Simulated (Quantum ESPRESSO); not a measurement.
FePt (Tetraferroplatinum):

```xyz
2
Lattice="2.7235 0.0000 0.0000 0.0000 2.7235 0.0000 0.0000 0.0000 3.7200" Properties=species:S:1:pos:R:3 pbc="T T T"
Pt    1.3618    1.3618    1.8600
Fe    0.0000    0.0000    0.0000
```

Program: Quantum ESPRESSO 7.5. Alike in all runs: task single point; level PBEsol; potentials or basis GBRV 1.5 PBEsol; cell as given; k mesh 8 × 8 × 6; cutoff (eV) 762; smearing fermi-dirac 0.05 eV. Hardware: 2 MPI ranks on Intel(R) Xeon(R) 6975P-C (Granite Rapids), on a shared host.

Order these runs on this cell by their wall time, lowest first.
A. spin non-collinear, random start; mixing beta 0.3
B. spin off; mixing beta 0.5
C. spin collinear, random start; mixing beta 0.3

B (11 s), C (26 s), A (170 s).

Caveats: non-collinear GGA energies in this program can be off by tens of meV an atom and hang on the start (some runs).
